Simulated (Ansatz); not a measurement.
# Tungsten, simple cubic under LDA: ground state and equation of state, part 2 of 2

Aim: take tungsten in the simple cubic structure, relax it, solve it on a dense k-mesh, switch on spin-orbit coupling, then scale the cell to 7 volumes from 88 to 112 % of the relaxed one and try a fit of the equation of state. The k-meshes are 12×12×12 for the relaxation; 20×20×20 for the dense run; 12×12×12 for spin-orbit coupling; 14×14×14 for the volumes.

Ansatz 0.2.0; DFT, LDA (PW92), plane waves (420 eV) with PAW, scalar-relativistic. Earlier steps stand in the parts before.

**5. Volume × 0.88**

This is W in the simple cubic structure; at room conditions it is bcc.

Input file input.yaml:

```yaml
crystal:
  lattice:
    - [2.4845756062, 0.0, 0.0]
    - [0.0, 2.4845756062, 0.0]
    - [0.0, 0.0, 2.4845756062]
  atoms:
    - { symbol: W, position: [0.0, 0.0, 0.0] }
hamiltonian:
  xc: lda
  pseudopotentials:
    kind: paw
    azcp:
      W: "pseudopotentials/W.paw.azcp"
basis:
  ecutwfc: 420
  fft_grid_basis: typed
kpoints:
  mp_grid: { grid: [14, 14, 14], shift: [0, 0, 0] }
magnetization:
  spin_polarized: false
scf:
  occupations: { method: fermi_dirac, width: 0.1 }
  lower_state_search: "off"
output:
  stress: true
```

Standard output, shortened:

```text
Warning: <dir> the record states the generating functional pbe (its physics header spells it `PBE`), which answers neither for hamiltonian.xc's functional nor for the lda family's — results may be inconsistent (PPs are generated against a specific XC)
Warning: RAYON_NUM_THREADS=2 ignored (pool sized by the plan → 2); use --threads N
[...]
Pseudopotentials: kind: paw
Pseudopotential: W, paw, valence charge 14, recommended cutoff 420 eV (normal), <dir>
Functional definition: SPW92
[...]
Crystal: 1 atoms, lattice volume = 15.338 Å³
Basis set: ecut = 420 eV, 305 PW (Γ)
Bands: 11, of which v1, the nominal top of the filled ones, is band 7 counted from 1 (6 counted from 0)
Symmetry: 48 space group operations
Space group: Pm-3m (ITA 221), of the structure as read, at distance tolerance 2.5e-5 Å
k-points: 120 of 2744
[...]
SCF iter   1: F=—  HF=-10128.160589 eV  |F-HF|=—  |Δ(HF+E_count)|=         —  Δρ=5.22e-3  dr2=1.45e-3  ethr=1.77e-3  ⟨swp⟩=5.0  Hψ=7381  notcnv=0
[...]
SCF iter   6: F=-10128.160890 eV  HF=-10128.160890 eV  |F-HF|=6.91e-9  |Δ(HF+E_count)|=   1.06e-7  Δρ=8.00e-6  dr2=8.30e-9  ethr=7.14e-10  ⟨swp⟩=4.2  Hψ=4266  notcnv=0
[...]
SCF converged after 6 iterations
Free energy (F): -10128.160890 eV
[...]
E sigma→0 (E₀):  -10128.145103 eV
Entropy (-TS):   -0.031575 eV (-31.575 meV/atom)
Fermi energy:    23.092445 eV
[...]
--- Stress (GPa, compression-positive) ---
       38.806429       0.000000       0.000000
        0.000000      38.806429      -0.000000
        0.000000      -0.000000      38.806429
  P = ⅓ Tr σ = 38.8064 GPa (388.064 kbar)
```

Wall time 0.53 s (2 threads of Intel Xeon Platinum 8559C (Emerald Rapids), shared host); peak memory 0.33 GiB.

**6. Volume × 0.92**

Edit input.yaml of step 5 so:

```diff
@@ -2,5 +2,5 @@
   lattice:
-    - [2.4845756062, 0.0, 0.0]
-    - [0.0, 2.4845756062, 0.0]
-    - [0.0, 0.0, 2.4845756062]
+    - [2.5216642922, 0.0, 0.0]
+    - [0.0, 2.5216642922, 0.0]
+    - [0.0, 0.0, 2.5216642922]
   atoms:
```

Standard output, shortened:

```text
Warning: <dir> the record states the generating functional pbe (its physics header spells it `PBE`), which answers neither for hamiltonian.xc's functional nor for the lda family's — results may be inconsistent (PPs are generated against a specific XC)
Warning: RAYON_NUM_THREADS=2 ignored (pool sized by the plan → 2); use --threads N
[...]
Pseudopotentials: kind: paw
Pseudopotential: W, paw, valence charge 14, recommended cutoff 420 eV (normal), <dir>
Functional definition: SPW92
[...]
Crystal: 1 atoms, lattice volume = 16.035 Å³
Basis set: ecut = 420 eV, 305 PW (Γ)
Bands: 11, of which v1, the nominal top of the filled ones, is band 7 counted from 1 (6 counted from 0)
Symmetry: 48 space group operations
Space group: Pm-3m (ITA 221), of the structure as read, at distance tolerance 2.5e-5 Å
k-points: 120 of 2744
[...]
SCF iter   1: F=—  HF=-10128.293856 eV  |F-HF|=—  |Δ(HF+E_count)|=         —  Δρ=4.62e-3  dr2=1.18e-3  ethr=1.77e-3  ⟨swp⟩=5.0  Hψ=7351  notcnv=0
[...]
SCF iter   6: F=-10128.294064 eV  HF=-10128.294064 eV  |F-HF|=5.47e-9  |Δ(HF+E_count)|=   1.09e-7  Δρ=6.86e-6  dr2=6.50e-9  ethr=7.14e-10  ⟨swp⟩=4.4  Hψ=4312  notcnv=0
[...]
SCF converged after 6 iterations
Free energy (F): -10128.294064 eV
[...]
E sigma→0 (E₀):  -10128.277172 eV
Entropy (-TS):   -0.033784 eV (-33.784 meV/atom)
Fermi energy:    21.920783 eV
[...]
--- Stress (GPa, compression-positive) ---
       22.960037       0.000000       0.000000
        0.000000      22.960037       0.000000
        0.000000       0.000000      22.960037
  P = ⅓ Tr σ = 22.9600 GPa (229.600 kbar)
```

Run time: 0.58 s. Hardware: 2 threads of Intel Xeon Platinum 8559C (Emerald Rapids), shared host; peak memory 0.34 GiB.

**7. Volume × 0.96**

Edit input.yaml of step 6 so:

```diff
@@ -2,5 +2,5 @@
   lattice:
-    - [2.5216642922, 0.0, 0.0]
-    - [0.0, 2.5216642922, 0.0]
-    - [0.0, 0.0, 2.5216642922]
+    - [2.5576929354, 0.0, 0.0]
+    - [0.0, 2.5576929354, 0.0]
+    - [0.0, 0.0, 2.5576929354]
   atoms:
```

Standard output, shortened:

```text
Warning: <dir> the record states the generating functional pbe (its physics header spells it `PBE`), which answers neither for hamiltonian.xc's functional nor for the lda family's — results may be inconsistent (PPs are generated against a specific XC)
Warning: RAYON_NUM_THREADS=2 ignored (pool sized by the plan → 2); use --threads N
[...]
Pseudopotentials: kind: paw
Pseudopotential: W, paw, valence charge 14, recommended cutoff 420 eV (normal), <dir>
Functional definition: SPW92
[...]
Crystal: 1 atoms, lattice volume = 16.732 Å³
Basis set: ecut = 420 eV, 341 PW (Γ)
Bands: 11, of which v1, the nominal top of the filled ones, is band 7 counted from 1 (6 counted from 0)
Symmetry: 48 space group operations
Space group: Pm-3m (ITA 221), of the structure as read, at distance tolerance 2.6e-5 Å
k-points: 120 of 2744
[...]
SCF iter   1: F=—  HF=-10128.364888 eV  |F-HF|=—  |Δ(HF+E_count)|=         —  Δρ=4.24e-3  dr2=1.13e-3  ethr=1.77e-3  ⟨swp⟩=5.0  Hψ=7288  notcnv=0
[...]
SCF iter   6: F=-10128.365045 eV  HF=-10128.365045 eV  |F-HF|=8.93e-10  |Δ(HF+E_count)|=   5.58e-8  Δρ=2.71e-6  dr2=1.14e-9  ethr=7.14e-10  ⟨swp⟩=4.2  Hψ=4250  notcnv=0
[...]
SCF converged after 6 iterations
Free energy (F): -10128.365045 eV
[...]
E sigma→0 (E₀):  -10128.347036 eV
Entropy (-TS):   -0.036018 eV (-36.018 meV/atom)
Fermi energy:    20.841677 eV
[...]
--- Stress (GPa, compression-positive) ---
       10.109156       0.000000       0.000000
        0.000000      10.109156       0.000000
        0.000000       0.000000      10.109156
  P = ⅓ Tr σ = 10.1092 GPa (101.092 kbar)
```

Wall time 0.6 s (2 threads of Intel Xeon Platinum 8559C (Emerald Rapids), shared host); peak memory 0.34 GiB.

**8. Volume × 1.0**

Edit input.yaml of step 7 so:

```diff
@@ -2,5 +2,5 @@
   lattice:
-    - [2.5576929354, 0.0, 0.0]
-    - [0.0, 2.5576929354, 0.0]
-    - [0.0, 0.0, 2.5576929354]
+    - [2.5927341793, 0.0, 0.0]
+    - [0.0, 2.5927341793, 0.0]
+    - [0.0, 0.0, 2.5927341793]
   atoms:
@@ -25 +25,5 @@
   stress: true
+  write_density: true
+  write_potential: true
+  elf: true
+  volumetric_format: npy
```

Standard output, shortened:

```text
Warning: <dir> the record states the generating functional pbe (its physics header spells it `PBE`), which answers neither for hamiltonian.xc's functional nor for the lda family's — results may be inconsistent (PPs are generated against a specific XC)
Warning: RAYON_NUM_THREADS=2 ignored (pool sized by the plan → 2); use --threads N
[...]
Pseudopotentials: kind: paw
Pseudopotential: W, paw, valence charge 14, recommended cutoff 420 eV (normal), <dir>
Functional definition: SPW92
[...]
Crystal: 1 atoms, lattice volume = 17.429 Å³
Basis set: ecut = 420 eV, 341 PW (Γ)
Bands: 11, of which v1, the nominal top of the filled ones, is band 7 counted from 1 (6 counted from 0)
Symmetry: 48 space group operations
Space group: Pm-3m (ITA 221), of the structure as read, at distance tolerance 2.6e-5 Å
k-points: 120 of 2744
[...]
SCF iter   1: F=—  HF=-10128.385462 eV  |F-HF|=—  |Δ(HF+E_count)|=         —  Δρ=4.05e-3  dr2=1.27e-3  ethr=1.77e-3  ⟨swp⟩=5.0  Hψ=7363  notcnv=0
[...]
SCF iter   6: F=-10128.385523 eV  HF=-10128.385523 eV  |F-HF|=2.47e-9  |Δ(HF+E_count)|=   2.33e-8  Δρ=4.29e-6  dr2=3.31e-9  ethr=6.65e-10  ⟨swp⟩=6.1  Hψ=7268  notcnv=0
[...]
SCF converged after 6 iterations
Free energy (F): -10128.385523 eV
[...]
E sigma→0 (E₀):  -10128.366411 eV
Entropy (-TS):   -0.038223 eV (-38.223 meV/atom)
Fermi energy:    19.845259 eV
[...]
--- Stress (GPa, compression-positive) ---
       -0.339376      -0.000000       0.000000
        0.000000      -0.339376      -0.000000
        0.000000       0.000000      -0.339376
  P = ⅓ Tr σ = -0.3394 GPa (-3.394 kbar)
--- Band table (eV; the first three rows and the last of 120) ---
  k-point 0: bands = ["-54.1445", "-17.6947", "-17.6947", "-17.6947", "11.0612", "15.2579", "15.2579", "24.8130", "24.8130", "24.8130", "34.8975"]
[...]
```

Run time: 0.8 s. Hardware: 2 threads of Intel Xeon Platinum 8559C (Emerald Rapids), shared host; peak memory 0.33 GiB.

**9. Volume × 1.04**

Edit input.yaml of step 8 so:

```diff
@@ -2,5 +2,5 @@
   lattice:
-    - [2.5927341793, 0.0, 0.0]
-    - [0.0, 2.5927341793, 0.0]
-    - [0.0, 0.0, 2.5927341793]
+    - [2.6268530154, 0.0, 0.0]
+    - [0.0, 2.6268530154, 0.0]
+    - [0.0, 0.0, 2.6268530154]
   atoms:
@@ -25,5 +25 @@
   stress: true
-  write_density: true
-  write_potential: true
-  elf: true
-  volumetric_format: npy
```

Standard output, shortened:

```text
Warning: <dir> the record states the generating functional pbe (its physics header spells it `PBE`), which answers neither for hamiltonian.xc's functional nor for the lda family's — results may be inconsistent (PPs are generated against a specific XC)
Warning: RAYON_NUM_THREADS=2 ignored (pool sized by the plan → 2); use --threads N
[...]
Pseudopotentials: kind: paw
Pseudopotential: W, paw, valence charge 14, recommended cutoff 420 eV (normal), <dir>
Functional definition: SPW92
[...]
Crystal: 1 atoms, lattice volume = 18.126 Å³
Basis set: ecut = 420 eV, 365 PW (Γ)
Bands: 11, of which v1, the nominal top of the filled ones, is band 7 counted from 1 (6 counted from 0)
Symmetry: 48 space group operations
Space group: Pm-3m (ITA 221), of the structure as read, at distance tolerance 2.6e-5 Å
k-points: 120 of 2744
[...]
SCF iter   1: F=—  HF=-10128.364895 eV  |F-HF|=—  |Δ(HF+E_count)|=         —  Δρ=3.94e-3  dr2=1.46e-3  ethr=1.77e-3  ⟨swp⟩=5.0  Hψ=7212  notcnv=0
[...]
SCF iter   6: F=-10128.364902 eV  HF=-10128.364902 eV  |F-HF|=7.28e-12  |Δ(HF+E_count)|=   2.70e-8  Δρ=1.13e-6  dr2=1.28e-10  ethr=4.60e-10  ⟨swp⟩=2.4  Hψ=4793  notcnv=0
[...]
SCF converged after 6 iterations
Free energy (F): -10128.364902 eV
[...]
E sigma→0 (E₀):  -10128.344743 eV
Entropy (-TS):   -0.040319 eV (-40.319 meV/atom)
Fermi energy:    18.922649 eV
[...]
--- Stress (GPa, compression-positive) ---
       -8.849461       0.000000       0.000000
        0.000000      -8.849461       0.000000
        0.000000      -0.000000      -8.849461
  P = ⅓ Tr σ = -8.8495 GPa (-88.495 kbar)
```

Run time: 0.63 s. Hardware: 2 threads of Intel Xeon Platinum 8559C (Emerald Rapids), shared host; peak memory 0.34 GiB.

**10. Volume × 1.08**

Edit input.yaml of step 9 so:

```diff
@@ -2,5 +2,5 @@
   lattice:
-    - [2.6268530154, 0.0, 0.0]
-    - [0.0, 2.6268530154, 0.0]
-    - [0.0, 0.0, 2.6268530154]
+    - [2.6601078497, 0.0, 0.0]
+    - [0.0, 2.6601078497, 0.0]
+    - [0.0, 0.0, 2.6601078497]
   atoms:
```

Standard output, shortened:

```text
Warning: <dir> the record states the generating functional pbe (its physics header spells it `PBE`), which answers neither for hamiltonian.xc's functional nor for the lda family's — results may be inconsistent (PPs are generated against a specific XC)
Warning: RAYON_NUM_THREADS=2 ignored (pool sized by the plan → 2); use --threads N
[...]
Pseudopotentials: kind: paw
Pseudopotential: W, paw, valence charge 14, recommended cutoff 420 eV (normal), <dir>
Functional definition: SPW92
[...]
Crystal: 1 atoms, lattice volume = 18.823 Å³
Basis set: ecut = 420 eV, 365 PW (Γ)
Bands: 11, of which v1, the nominal top of the filled ones, is band 7 counted from 1 (6 counted from 0)
Symmetry: 48 space group operations
Space group: Pm-3m (ITA 221), of the structure as read, at distance tolerance 2.7e-5 Å
k-points: 120 of 2744
[...]
SCF iter   1: F=—  HF=-10128.310933 eV  |F-HF|=—  |Δ(HF+E_count)|=         —  Δρ=3.87e-3  dr2=1.68e-3  ethr=1.77e-3  ⟨swp⟩=5.0  Hψ=7264  notcnv=0
[...]
SCF iter   6: F=-10128.310789 eV  HF=-10128.310789 eV  |F-HF|=3.46e-11  |Δ(HF+E_count)|=   3.11e-8  Δρ=8.22e-7  dr2=1.10e-10  ethr=5.11e-10  ⟨swp⟩=2.5  Hψ=4833  notcnv=0
[...]
SCF converged after 6 iterations
Free energy (F): -10128.310789 eV
[...]
E sigma→0 (E₀):  -10128.289665 eV
Entropy (-TS):   -0.042249 eV (-42.249 meV/atom)
Fermi energy:    18.066091 eV
[...]
--- Stress (GPa, compression-positive) ---
      -15.785915       0.000000       0.000000
        0.000000     -15.785915       0.000000
        0.000000       0.000000     -15.785915
  P = ⅓ Tr σ = -15.7859 GPa (-157.859 kbar)
```

Wall time 0.65 s (2 threads of Intel Xeon Platinum 8559C (Emerald Rapids), shared host); peak memory 0.35 GiB.

**11. Volume × 1.12**

Edit input.yaml of step 10 so:

```diff
@@ -2,5 +2,5 @@
   lattice:
-    - [2.6601078497, 0.0, 0.0]
-    - [0.0, 2.6601078497, 0.0]
-    - [0.0, 0.0, 2.6601078497]
+    - [2.6925513868, 0.0, 0.0]
+    - [0.0, 2.6925513868, 0.0]
+    - [0.0, 0.0, 2.6925513868]
   atoms:
```

Standard output, shortened:

```text
Warning: <dir> the record states the generating functional pbe (its physics header spells it `PBE`), which answers neither for hamiltonian.xc's functional nor for the lda family's — results may be inconsistent (PPs are generated against a specific XC)
Warning: RAYON_NUM_THREADS=2 ignored (pool sized by the plan → 2); use --threads N
[...]
Pseudopotentials: kind: paw
Pseudopotential: W, paw, valence charge 14, recommended cutoff 420 eV (normal), <dir>
Functional definition: SPW92
[...]
Crystal: 1 atoms, lattice volume = 19.521 Å³
Basis set: ecut = 420 eV, 389 PW (Γ)
Bands: 11, of which v1, the nominal top of the filled ones, is band 7 counted from 1 (6 counted from 0)
Symmetry: 48 space group operations
Space group: Pm-3m (ITA 221), of the structure as read, at distance tolerance 2.7e-5 Å
k-points: 120 of 2744
[...]
SCF iter   1: F=—  HF=-10128.229535 eV  |F-HF|=—  |Δ(HF+E_count)|=         —  Δρ=3.84e-3  dr2=1.93e-3  ethr=1.77e-3  ⟨swp⟩=5.0  Hψ=7292  notcnv=0
[...]
SCF iter   6: F=-10128.229385 eV  HF=-10128.229385 eV  |F-HF|=1.91e-10  |Δ(HF+E_count)|=   1.60e-9  Δρ=1.64e-6  dr2=2.77e-10  ethr=6.64e-11  ⟨swp⟩=1.8  Hψ=4173  notcnv=0
[...]
SCF converged after 6 iterations
Free energy (F): -10128.229385 eV
[...]
E sigma→0 (E₀):  -10128.207404 eV
Entropy (-TS):   -0.043962 eV (-43.962 meV/atom)
Fermi energy:    17.269087 eV
[...]
--- Stress (GPa, compression-positive) ---
      -21.435907       0.000000       0.000000
        0.000000     -21.435907       0.000000
        0.000000       0.000000     -21.435907
  P = ⅓ Tr σ = -21.4359 GPa (-214.359 kbar)
```

Run time: 0.69 s. Hardware: 2 threads of Intel Xeon Platinum 8559C (Emerald Rapids), shared host; peak memory 0.35 GiB.

**12. The equation of state**

The cell was scaled evenly, with its shape and the fractional positions fixed.

| V (Å³/atom) | E − E₀ (meV/atom) | P from the stress (GPa) | P from the fit (GPa) |
| --- | --- | --- | --- |
| 15.338 | 221.4 | 38.81 | 38.58 |
| 16.035 | 89.3 | 22.96 | 22.70 |
| 16.732 | 19.4 | 10.11 | 9.85 |
| 17.429 | 0.1 | -0.34 | -0.59 |
| 18.126 | 21.7 | -8.85 | -9.08 |
| 18.823 | 76.8 | -15.79 | -16.00 |
| 19.521 | 159.1 | -21.44 | -21.63 |

Fit (Birch-Murnaghan, third order): V₀ = 17.386 Å³/atom, B₀ = 237 GPa, B₀′ = 4.1, largest residual 0.02 meV/atom.

The fit is made to E(σ → 0), while the stress belongs to the free energy F; that is one source of the offset between the two pressures.

**13. Summary of results**

This closing draws on all 2 parts.

```
                      quantity                         value
space group (spins left aside)               Pm-3m (No. 221)
             conventional cell                   a = 2.593 Å
                        volume                17.429 Å³/atom
             shortest distance                       2.593 Å
               gap on the mesh  none (levels filled in part)
               relative to bcc                +1456 meV/atom
                   V₀, B₀, B₀′  17.386 Å³/atom, 237 GPa, 4.1
```

What this shows: The relaxation enlarged the cell by 1.8 % in volume. It lies 1456 meV/atom above the element's reference form at the same level (bcc, from a run of its own), so it is far from stable. Levels at the Fermi energy are filled in part, as in a metal. The total energy of the spin-orbit run lies -23.7 eV/atom from the scalar one, but the two kinds of run don't share a zero of energy: only differences within one kind count. B₀ comes out at 237 GPa. Relaxation kept the symmetry; phonons were not checked.
